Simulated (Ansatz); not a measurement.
# Au: the cost of one run

Method: DFT PBE, scalar-relativistic, plane waves, PAW, in Ansatz 0.2.0.

2 further runs of the same task are left out: 2 set aside as unsound or not needed.

**1. Starting point**

Symmetry: P6_3/mmc, No. 194, hexagonal system. The conventional cell has a = 2.917 Å, b = 2.917 Å, c = 4.890 Å, α = 90.00°, β = 90.00°, γ = 120.00°. Au (site symmetry -6m2) has 12 Au at 2.92 to 2.97 Å as nearest neighbours.

Structure file:

```cif
data_structure
_symmetry_space_group_name_H-M 'P6_3/mmc'
_symmetry_Int_Tables_number 194
_cell_length_a 2.9170
_cell_length_b 2.9170
_cell_length_c 4.8900
_cell_angle_alpha 90.000
_cell_angle_beta 90.000
_cell_angle_gamma 120.000
_cell_volume 36.03
loop_
_atom_site_label
_atom_site_type_symbol
_atom_site_symmetry_multiplicity
_atom_site_Wyckoff_symbol
_atom_site_fract_x
_atom_site_fract_y
_atom_site_fract_z
_atom_site_occupancy
Au1 Au 2 d 0.33333 0.66667 0.75000 1
```

It is the result of an earlier relaxation at this level (volume 18.02 Å³/atom; gap on the mesh: none (metal)).

**2. Relaxing to 0.001 eV/Å, with the smearing for a metal**

Response functions are second derivatives at a minimum, so forces and stress are first brought close to zero on the mesh and occupations that the response runs use.

input.yaml

```yaml
crystal:
  lattice:
    - [2.9169619366, 0.0, 0.0]
    - [-1.4584809683, 2.5261631389, 0.0]
    - [0.0, 0.0, 4.890030837]
  atoms:
    - { symbol: Au, position: [0.3333333333, 0.6666666667, 0.75] }
    - { symbol: Au, position: [0.6666666667, 0.3333333333, 0.25] }
basis:
  ecutwfc: 420
kpoints:
  mp_grid: { grid: [18, 18, 10] }
hamiltonian:
  xc: pbe
scf:
  occupations: { method: fermi_dirac, width: 0.15 }
output:
  forces: true
  stress: true
  eigenvalues: true
relax:
  adjacent_minimum: "off"
  f_tol: 0.001
  max_steps: 60
  cell: { stress_tol: 0.01 }
```

Launch:

```bash
> ansatz run input.yaml --threads 1 --pin off --max-ram 3072MiB --backend cpu --events-out ev --progress --plain --runs-dir out
```

Q: Estimate wall time and peak memory on 1 thread of Intel Xeon 6975P-C (Granite Rapids), shared host.

About 22 s, with a peak of 0.46 GiB.
